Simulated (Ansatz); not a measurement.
**ZrS2: levels along high-symmetry lines**

```
Zr S
1.0
     3.63000    0.00000    0.00000
    -1.81500    3.14367    0.00000
     0.00000    0.00000    5.85000
Zr S
1 2
Direct
  0.00000 0.00000 0.00000
  0.33333 0.66667 0.24920
  0.66667 0.33333 0.75080
```

Atom numbers follow the list: Zr1, S2, S3.

The cell is COD entry 5910006, as deposited and not checked against the literature; nothing was relaxed.

Computed with DFT, PBEsol, all-electron LAPW, scalar-relativistic in Ansatz 0.2.0.

Sampling and basis: a Γ-centred 10×10×5 k mesh, Fermi–Dirac smearing of 0.01 eV, basis error target 1 meV/atom, no spin polarisation.

Points in fractions of the reciprocal vectors of this cell: Γ (0, 0, 0), M (0.5, 0, 0), K (0.333, 0.333, 0), A (0, 0, 0.5), L (0.5, 0, 0.5), H (0.333, 0.333, 0.5). The path joins them by straight lines in the order Γ–M–K–Γ–A–L–H–A–L; legs that retrace an earlier one aren't tabulated. Energies are in eV from the top of the valence band.

(1) Metal or insulator at this level of theory?

(2) Tabulate bands 26 to 31, counted from the lowest band of the run, along the path.

Results:

(1) An insulator or semiconductor: gap 0.72 eV, indirect from the line K (0.333, 0.333, 0)–Γ to L (0.5, 0, 0.5).

(2) 
| k (1/Å) | point | band 26 | band 27 | band 28 | band 29 | band 30 | band 31 |
| --- | --- | --- | --- | --- | --- | --- | --- |
| 0.00 | Γ | -0.11 | -0.11 | -0.01 | 1.49 | 1.49 | 2.19 |
| 0.14 |  | -0.50 | -0.28 | 0.00 | 1.55 | 1.68 | 2.24 |
| 0.29 |  | -1.33 | -0.63 | -0.06 | 1.53 | 2.09 | 2.44 |
| 0.43 |  | -2.23 | -0.95 | -0.32 | 1.38 | 2.48 | 2.73 |
| 0.57 |  | -2.54 | -1.17 | -0.79 | 1.21 | 2.79 | 3.06 |
| 0.71 |  | -2.52 | -1.34 | -1.27 | 1.07 | 3.04 | 3.38 |
| 0.86 |  | -2.54 | -1.81 | -1.28 | 0.97 | 3.23 | 3.59 |
| 1.00 | M | -2.56 | -1.99 | -1.28 | 0.94 | 3.30 | 3.64 |
| 1.08 |  | -2.44 | -1.95 | -1.41 | 1.05 | 3.29 | 3.61 |
| 1.16 |  | -2.34 | -1.85 | -1.72 | 1.30 | 3.25 | 3.52 |
| 1.25 |  | -2.28 | -2.10 | -1.71 | 1.60 | 3.21 | 3.40 |
| 1.33 |  | -2.36 | -2.25 | -1.60 | 1.87 | 3.19 | 3.27 |
| 1.41 |  | -2.30 | -2.22 | -1.54 | 2.06 | 3.17 | 3.19 |
| 1.49 |  | -2.23 | -2.21 | -1.52 | 2.16 | 3.14 | 3.19 |
| 1.58 | K | -2.20 | -2.20 | -1.52 | 2.18 | 3.17 | 3.17 |
| 1.74 |  | -2.32 | -2.25 | -1.46 | 2.14 | 3.02 | 3.27 |
| 1.91 |  | -2.52 | -2.25 | -1.22 | 1.96 | 2.78 | 3.46 |
| 2.07 |  | -2.40 | -1.99 | -0.84 | 1.78 | 2.51 | 3.48 |
| 2.24 |  | -2.23 | -1.49 | -0.42 | 1.75 | 2.22 | 3.07 |
| 2.40 |  | -1.51 | -0.89 | -0.10 | 1.77 | 1.92 | 2.60 |
| 2.57 |  | -0.60 | -0.35 | 0.00 | 1.63 | 1.67 | 2.27 |
| 2.73 | Γ | -0.11 | -0.11 | -0.01 | 1.49 | 1.49 | 2.19 |
| 2.81 |  | -0.12 | -0.12 | -0.11 | 1.48 | 1.48 | 2.23 |
| 2.88 |  | -0.38 | -0.14 | -0.14 | 1.48 | 1.48 | 2.33 |
| 2.96 |  | -0.74 | -0.17 | -0.17 | 1.47 | 1.47 | 2.44 |
| 3.04 |  | -1.14 | -0.21 | -0.21 | 1.46 | 1.46 | 2.52 |
| 3.11 |  | -1.54 | -0.24 | -0.24 | 1.45 | 1.45 | 2.57 |
| 3.19 |  | -1.85 | -0.26 | -0.26 | 1.45 | 1.45 | 2.61 |
| 3.27 | A | -1.99 | -0.27 | -0.27 | 1.45 | 1.45 | 2.62 |
| 3.41 |  | -1.68 | -0.63 | -0.42 | 1.51 | 1.65 | 2.74 |
| 3.55 |  | -1.40 | -1.19 | -0.72 | 1.48 | 2.08 | 3.03 |
| 3.70 |  | -2.04 | -0.97 | -0.92 | 1.32 | 2.52 | 3.22 |
| 3.84 |  | -2.22 | -1.08 | -0.88 | 1.11 | 2.88 | 3.27 |
| 3.98 |  | -2.16 | -1.06 | -0.96 | 0.93 | 3.11 | 3.37 |
| 4.12 |  | -2.30 | -1.00 | -0.90 | 0.78 | 3.25 | 3.53 |
| 4.27 | L | -2.44 | -0.97 | -0.83 | 0.72 | 3.29 | 3.63 |
| 4.35 |  | -2.44 | -1.09 | -0.86 | 0.81 | 3.28 | 3.60 |
| 4.43 |  | -2.42 | -1.36 | -0.95 | 1.02 | 3.25 | 3.51 |
| 4.51 |  | -2.42 | -1.68 | -1.10 | 1.29 | 3.21 | 3.36 |
| 4.60 |  | -2.49 | -1.93 | -1.30 | 1.58 | 3.14 | 3.17 |
| 4.68 |  | -2.37 | -1.99 | -1.53 | 1.88 | 2.96 | 3.04 |
| 4.76 |  | -2.25 | -1.96 | -1.76 | 2.16 | 2.78 | 2.92 |
| 4.84 | H | -2.17 | -1.91 | -1.91 | 2.30 | 2.78 | 2.78 |
| 5.01 |  | -2.36 | -1.87 | -1.65 | 2.14 | 2.50 | 3.25 |
| 5.17 |  | -2.35 | -1.95 | -1.26 | 2.05 | 2.25 | 3.48 |
| 5.34 |  | -2.04 | -1.96 | -0.92 | 2.01 | 2.08 | 3.50 |
| 5.50 |  | -1.88 | -1.56 | -0.84 | 1.94 | 1.98 | 3.45 |
| 5.67 |  | -1.47 | -1.12 | -0.97 | 1.83 | 1.84 | 3.16 |
| 5.83 |  | -1.61 | -0.71 | -0.49 | 1.57 | 1.65 | 2.78 |
| 6.00 | A | -1.99 | -0.27 | -0.27 | 1.45 | 1.45 | 2.62 |
